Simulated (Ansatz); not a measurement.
Structure: GeSe (started from an entry of an open crystallographic database), at its r2SCAN+rVV10 minimum. The symmetry is Pnma (No. 62, orthorhombic); conventional cell a = 11.010 Å, b = 3.804 Å, c = 4.536 Å, 23.75 Å³ an atom. Ge is surrounded by 3 Se at 2.56 Å; Se is surrounded by 3 Ge at 2.56 Å.

```xyz
8
Lattice="11.0103 0.0000 0.0000 0.0000 3.8043 0.0000 0.0000 0.0000 4.5364" Properties=species:S:1:pos:R:3 pbc="T T T"
Ge    1.3811    2.8532    4.0194
Ge    6.8863    2.8532    2.7852
Ge    4.1240    0.9511    1.7512
Ge    9.6292    0.9511    0.5170
Se    9.3765    2.8532    2.2128
Se    3.8714    2.8532    0.0553
Se    7.1389    0.9511    4.4810
Se    1.6338    0.9511    2.3235
```

4 runs of Ansatz 0.2.0 on this cell differ in the functional (and in the settings that go with it). Levels are in eV from each run's valence top; v1 is the last filled band, c1 the first empty one.

Run A, mean stress +0.9 GPa (compression positive):
```
point     v5     v3     v1    c1    c2    c3
    Γ  -1.98  -1.01   0.00  1.04  2.71  2.90
    X  -2.02  -1.76  -0.42  2.44  2.44  2.69
    S  -2.47  -1.66  -1.66  1.79  1.79  1.79
```

Run B, mean stress +2.3 GPa (compression positive):
```
point     v5     v3     v1    c1    c2    c3
    Γ  -1.88  -0.98   0.00  0.83  2.44  2.57
    X  -1.97  -1.62  -0.40  2.21  2.21  2.38
    S  -2.34  -1.62  -1.62  1.50  1.50  1.50
```

Run C, mean stress +0.4 GPa (compression positive):
```
point     v5     v3     v1    c1    c2    c3
    Γ  -2.13  -1.10   0.00  1.35  3.03  3.20
    X  -2.19  -1.85  -0.46  2.82  2.82  3.00
    S  -2.66  -1.76  -1.76  2.07  2.07  2.07
```

Run D, mean stress +0.4 GPa (compression positive):
```
point     v5     v3     v1    c1    c2    c3
    Γ  -2.17  -1.11   0.00  2.00  3.72  3.89
    X  -2.23  -1.87  -0.47  3.49  3.49  3.68
    S  -2.69  -1.78  -1.78  2.72  2.72  2.72
```

Q: Match the runs to PBE, r2SCAN, HSE06, PBE0.

A: A is r2SCAN, B is PBE, C is HSE06, D is PBE0. In order of the gap: PBE 0.83, r2SCAN 1.04, HSE06 1.35, PBE0 2.00 eV.

No spin polarisation and no zero-point or thermal motion.

The runs are scalar-relativistic, without spin-orbit coupling.

The program warns that its thresholds are loose for a hybrid's stress.

The meshes of the hybrids are coarse, so their gaps aren't converged to the digits shown.
